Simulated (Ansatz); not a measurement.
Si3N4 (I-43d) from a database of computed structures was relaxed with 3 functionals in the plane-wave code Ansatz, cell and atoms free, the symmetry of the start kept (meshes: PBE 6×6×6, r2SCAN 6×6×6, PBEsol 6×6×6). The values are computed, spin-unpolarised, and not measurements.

The r2SCAN result:
```
Si N
1.0
    -3.22138    3.22138    3.22138
     3.22138   -3.22138    3.22138
     3.22138    3.22138   -3.22138
Si N
6 8
Direct
  0.37500 0.25000 0.62500
  0.62500 0.37500 0.25000
  0.87500 0.12500 0.75000
  0.25000 0.62500 0.37500
  0.75000 0.87500 0.12500
  0.12500 0.75000 0.87500
  0.50000 0.00000 0.06251
  0.56251 0.50000 0.00000
  0.93749 0.93749 0.93749
  0.00000 0.56251 0.50000
  0.43749 0.43749 0.43749
  0.00000 0.06251 0.50000
  0.50000 0.00000 0.56251
  0.06251 0.50000 0.00000
```

The symmetry is I-43d (No. 220, cubic); a = 6.443 Å in the conventional setting, 9.55 Å³ an atom. Around Si lie 4 N at 1.74 Å; around N lie 3 Si at 1.74 Å.

(1) Order the functionals by the relaxed volume, smallest first.
A. PBE
B. PBEsol
C. r2SCAN

(2) How does the cell change with PBEsol?

(3) What lattice does PBE give?

(4) Held at the r2SCAN cell, what mean stress does PBE find, and does its sign point to its own minimum?

Answers

(1) C (9.55 Å³/atom), B (9.61 Å³/atom), A (9.76 Å³/atom).

(2) a = 6.455 Å; the volume differs by +0.6 % from r2SCAN's. Around Si lie 4 N at 1.75 Å; around N lie 3 Si at 1.75 Å.

(3) a = 6.490 Å; the volume differs by +2.2 % from r2SCAN's. Si has 4 N at 1.76 Å; N has 3 Si at 1.76 Å.

(4) Yes. PBE +6.01 GPa, and its relaxed volume is +2.2 % from r2SCAN's. Compression counts positive, so a positive stress asks for a larger cell.
